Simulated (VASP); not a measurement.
# Se (R-3m) in VASP: a series of runs, part 2 of 2

VASP 6.6.1. Earlier steps stand in the parts before.

### 3 Relaxation of cell and atoms, PBEsol

This run uses another cell than the first one, of 21.55 Å³/atom, 1.905 times its volume.

Contents of INCAR:

```
PREC = Accurate
ENCUT = 600
EDIFF = 1E-7
ISMEAR = 0
SIGMA = 0.03
LREAL = F
LASPH = T
NELM = 80
ALGO = Normal
ISIF = 3
LWAVE = F
LCHARG = F
GGA = PS
IBRION = 2
NSW = 90
EDIFFG = -0.005
```

Contents of KPOINTS:

```
regular mesh
0
Gamma
  15 15 13
```

Contents of POSCAR:

```
Se                                      
1.0
    1.9934409764      1.1509136844      1.5658454483
   -1.9934409764      1.1509136844      1.5658454483
   -0.0000000000     -2.3018273687      1.5658454483
  Se            
     1
Direct
     0.0000000000000000    0.0000000000000000    0.0000000000000000
```

Potentials or basis: VASP PAW PBE potentials, release 64 (Se).

On the command line:

```bash
cat potpaw_PBE.64/Se/POTCAR > POTCAR
mpirun -np 1 vasp_std > vasp.out
```

OUTCAR:

```text
PREC = Accurate
   ENCUT = 600
   EDIFF = 1E-7
   ISMEAR = 0
   LREAL = F
   LASPH = T
   NELM = 80
   ISIF = 3
   GGA = PS
   IBRION = 2
   NSW = 90
   EDIFFG = -0.005

 ion  position               nearest neighbor table
   1  0.000  0.000  0.000-

  LATTYP: Found a trigonal (rhomboedric) cell.
 ALAT       =     2.7839326866
 COS(alpha) =    -0.0254613535

  Lattice vectors:

 A1 = (   1.9934409764,   1.1509136844,   1.5658454483)
 A2 = (  -1.9934409764,   1.1509136844,   1.5658454483)
 A3 = (   0.0000000000,  -2.3018273687,   1.5658454483)

Analysis of symmetry for initial positions (statically):
=====================================================================
 Subroutine PRICEL returns:
 Original cell was already a primitive cell.

 Routine SETGRP: Setting up the symmetry group for a
 trigonal (rhombohedral) supercell.

 Subroutine GETGRP returns: Found 12 space group operations
 (whereof 12 operations were pure point group operations)
 out of a pool of 12 trial point group operations.

The static configuration has the point symmetry D_3d.

Analysis of symmetry for dynamics (positions and initial velocities):
=====================================================================
 Subroutine PRICEL returns:
 Original cell was already a primitive cell.

 Routine SETGRP: Setting up the symmetry group for a
 trigonal (rhombohedral) supercell.

 Subroutine GETGRP returns: Found 12 space group operations
 (whereof 12 operations were pure point group operations)
 out of a pool of 12 trial point group operations.

The dynamic configuration has the point symmetry D_3d.

 Subroutine INISYM returns: Found 12 space group operations
 (whereof 12 operations are pure point group operations),
 and found     1 'primitive' translations

----------------------------------------------------------------------------------------

                                     Primitive cell

  volume of cell :      21.5549

  direct lattice vectors                    reciprocal lattice vectors
     1.993440976  1.150913684  1.565845448     0.250822576  0.144812482  0.212877544
    -1.993440976  1.150913684  1.565845448    -0.250822576  0.144812482  0.212877544
     0.000000000 -2.301827369  1.565845448     0.000000000 -0.289624963  0.212877544

  length of vectors
     2.783932687  2.783932687  2.783932687     0.359443275  0.359443275  0.359443275

  position of ions in fractional coordinates (direct lattice)
     0.000000000  0.000000000  0.000000000

  ion indices of the primitive-cell ions
   primitive index   ion index
                 1           1

----------------------------------------------------------------------------------------

 KPOINTS: regular mesh

Automatic generation of k-mesh.
 Grid dimensions read from file:
 generate k-points for:   15   15   13

[... 66 lines left out ...]
 [... further k-points ...]
   k-points           NKPTS =    784   k-points in BZ     NKDIM =    784   number of bands    NBANDS=      7
   number of dos      NEDOS =    301   number of ions     NIONS =      1
   total plane-waves  NPLWV =  13824
   dimension x,y,z NGX =    24 NGY =   24 NGZ =   24
   dimension x,y,z NGXF=    48 NGYF=   48 NGZF=   48
   ions per type =               1
   NGX,Y,Z   is equivalent  to a cutoff of  14.33, 14.33, 14.33 a.u.
   NGXF,Y,Z  is equivalent  to a cutoff of  28.66, 28.66, 28.66 a.u.
 SYSTEM =  unknown system
   PREC   = accura    normal or accurate (medium, high low for compatibility)
   ISTART =      0    job   : 0-new  1-cont  2-samecut
   ICHARG =      2    charge: 1-file 2-atom 10-const
   ISPIN  =      1    spin polarized calculation?
   LNONCOLLINEAR =      F non collinear calculations
   LSORBIT =      F    spin-orbit coupling
   LASPH  =      T    aspherical Exc in radial PAW
   ENCUT  =  600.0 eV  44.10 Ry    6.64 a.u.   5.56  5.56  5.56*2*pi/ulx,y,z
   NELM   =     80;   NELMIN=  2; NELMDL= -5     # of ELM steps
   EDIFF  = 0.1E-06   stopping-criterion for ELM
   LREAL  =      F    real-space projection
   EDIFFG = -.5E-02   stopping-criterion for IOM
   NSW    =     90    number of steps for IOM
   IBRION =      2    ionic relax: 0-MD 1-quasi-New 2-CG
   NFREE  =      1    steps in history (QN), initial steepest desc. (CG)
   ISIF   =      3    stress and relaxation
   ISYM   =      2    0-nonsym 1-usesym 2-fastsym
   POTIM  = 0.5000    time-step for ionic-motion
   TEBEG  =    0.0;   TEEND  =   0.0 temperature during run
   PSTRESS=    0.0 pullay stress
   NELECT =       6.0000    total number of electrons
   NUPDOWN=      -1.0000    fix difference up-down
   EMIN   =  10.00;   EMAX   =-10.00  energy-range for DOS
   EFERMI =   0.00;   METHOD = LEGACY
   ISMEAR =     0;   SIGMA  =   0.03  broadening in eV -4-tet -1-fermi 0-gaus
   EFERMI_NEDOS =   21; number of points for ismear=-14 and -15
   IALGO  =     38    algorithm
   IMIX   =      4    mixing-type and parameters
     AMIX     =   0.40;   BMIX     =  1.00
     AMIX_MAG =   1.60;   BMIX_MAG =  1.00
  volume/ion in A,a.u.               =      21.55       145.46
  Fermi-wavevector in a.u.,A,eV,Ry     =   1.068915  2.019956 15.545734  1.142579
  Thomas-Fermi vector in A             =   2.204578
   LORBIT       =      0    0 simple, 1 ext, 2 COOP (PROOUT), +10 PAW based schemes
   GGA     = PS    functional components
   LHFCALC =     F    Hartree Fock is set to
   AEXX    =    0.0000 exact exchange contribution
   IVDW    =     0    specifies the selected vdW correction
   LEPSILON=     F    determine dielectric tensor
   LRPA    =     F    only Hartree local field effects (RPA)
 conjugate gradient relaxation of ions
 non-spin polarized calculation
 Gauss-broadening in eV      SIGMA  =   0.03
  energy-cutoff  :      600.00
  volume of cell :       21.55
 maximum number of plane-waves:       734
   NGX = 11   NGY = 11   NGZ = 11

--------------------------------------- Ionic step        1  -------------------------------------------

 number of electron       6.0000001 magnetization

 Free energy of the ion-electron system (eV)
  ---------------------------------------------------
  ext. energy  EPLUGINS =         0.00000000
  ---------------------------------------------------
  free energy    TOTEN  =        -3.76097770 eV

  energy without entropy =       -3.76079976  energy(sigma->0) =       -3.76088873

------------------------ aborting loop because EDIFF is reached ----------------------------------------

  FORCE on cell =-STRESS in cart. coord.  units (eV):
  Direction    XX          YY          ZZ          XY          YZ          ZX
  --------------------------------------------------------------------------------------
  -------------------------------------------------------------------------------------
  Total        0.0006460      0.0006460      0.0594724      0.0000000      0.0000000      0.0000000
  in kB        0.0480154      0.0480154      4.4205866      0.0000000      0.0000000      0.0000000
  external PRESSURE =       1.5055392 kB  Pullay stress =       0.0000000 kB
[... 232 lines left out ...]
--------------------------------------- Ionic step        8  -------------------------------------------

 number of electron       6.0000001 magnetization

 Free energy of the ion-electron system (eV)
  ---------------------------------------------------
  ext. energy  EPLUGINS =         0.00000000
  ---------------------------------------------------
  free energy    TOTEN  =        -3.76147691 eV

  energy without entropy =       -3.76122535  energy(sigma->0) =       -3.76135113

 E-fermi :   5.1035     XC(G=0): -10.2816

 val. band max:        5.1007960314   @ k =   0.4667   0.2000   0.2308
 cond. band min:       5.1096036409   @ k =  -0.2000   0.2667   0.1538
 fundamental gap:      0.0088076094
 Fermi energy:         5.1034786235

 k-point     1 :       0.0000    0.0000    0.0000
  band No.  band energies     occupation
      1     -11.3321      2.00000
      2       6.5548      0.00000
      3       6.6018      0.00000
      4       6.6018      0.00000
      5      12.7825      0.00000
      6      12.7825      0.00000
      7      13.0256      0.00000
[... 221 lines left out ...]
 k-point    24 :       0.2000    0.1333    0.0000
  band No.  band energies     occupation
      1     -10.4806      2.00000
      2       2.7598      2.00000
      3       4.7445      2.00000
      4       7.2459      0.00000
      5      13.7845      0.00000
      6      16.0736      0.00000
      7      17.9553      0.00000

 [... further k-points ...]

------------------------ aborting loop because EDIFF is reached ----------------------------------------

  FORCE on cell =-STRESS in cart. coord.  units (eV):
  Direction    XX          YY          ZZ          XY          YZ          ZX
  --------------------------------------------------------------------------------------
  -------------------------------------------------------------------------------------
  Total        0.0033531      0.0033531      0.0024797      0.0000000      0.0000000      0.0000000
  in kB        0.2485994      0.2485994      0.1838454      0.0000000      0.0000000      0.0000000
  external PRESSURE =       0.2270148 kB  Pullay stress =       0.0000000 kB
[... 16 lines left out ...]
  FREE ENERGIE OF THE ION-ELECTRON SYSTEM (eV)
  ---------------------------------------------------
  free  energy   TOTEN  =        -3.7614769117 eV

  energy  without entropy=       -3.7612253486  energy(sigma->0) =       -3.76135113

 reached required accuracy - stopping structural energy minimisation
```

OSZICAR:

```text
N       E                     dE             d eps       ncg     rms          rms(c)
DAV:   1     0.117864902035E+02    0.11786E+02   -0.31676E+03 10997   0.827E+02
DAV:   2    -0.346844734101E+01   -0.15255E+02   -0.14596E+02 15204   0.878E+01
[... 52 lines left out ...]
DAV:   1    -0.376158926033E+01   -0.15649E-03   -0.15904E-02 12915   0.773E-01    0.729E-02
DAV:   2    -0.376151510163E+01    0.74159E-04   -0.25549E-04 13356   0.137E-01    0.389E-02
DAV:   3    -0.376147672639E+01    0.38375E-04   -0.12124E-04 13867   0.671E-02    0.762E-03
DAV:   4    -0.376147677807E+01   -0.51685E-07   -0.13769E-06 13797   0.112E-02    0.523E-03
DAV:   5    -0.376147690837E+01   -0.13030E-06   -0.21916E-07 13412   0.352E-03    0.431E-04
DAV:   6    -0.376147691168E+01   -0.33061E-08   -0.17183E-09  7000   0.380E-04
   8 F= -.37614769E+01 E0= -.37613511E+01  d E =-.440610E-04
```

It took 1.8 min on 1 thread of Intel Xeon 6975P-C (Granite Rapids), shared host; peak memory 0.26 GiB.

Results:

```
Free energy                            : -3.7615 eV
Relaxed volume                         : 21.61 Å³/atom
Relaxed cell                           : a = 2.785 Å, b = 2.785 Å, c = 2.785 Å, α = 90.34°, β = 90.34°, γ = 90.34°
Space group after relaxing (to 0.05 Å) : Pm-3m (No. 221)
Energy gained by relaxing              : 0.5 meV/atom
Ionic steps                            : 8
Pressure after relaxing                : 0.0 GPa
Band gap on the k mesh                 : none (metal or under the smearing width)
```

The path:
```tsv
step	energy change (eV)	largest force (eV/Å)	pressure (GPa)	volume (Å³)
1	0.0000	0.0000	0.15	21.55
2	-0.0001	0.0000	-0.09	21.62
3	-0.0001	0.0000	-0.21	21.65
4	-0.0002	0.0000	-0.15	21.64
5	-0.0004	0.0000	0.00	21.61
6	-0.0004	0.0000	0.29	21.54
7	-0.0005	0.0000	0.20	21.56
8	-0.0005	0.0000	0.02	21.61
```

Final structure:
```yaml
crystal:
  lattice:
    - [1.97544, 1.14052, 1.59858]
    - [-1.97544, 1.14052, 1.59858]
    - [0.00000, -2.28105, 1.59858]
  atoms:
    - { symbol: Se, position: [0.00000, 0.00000, 0.00000] }
```

Levels at points of the mesh, in eV from the Fermi level:
```
           k point  band 1  band 2  band 3  band 4  band 5  band 6
(0.00, 0.00, 0.00)  -16.44    1.45    1.50    1.50    7.68    7.68
```

Caveat: the PAW data sets were made with another functional, which shifts forces and pressure a little.
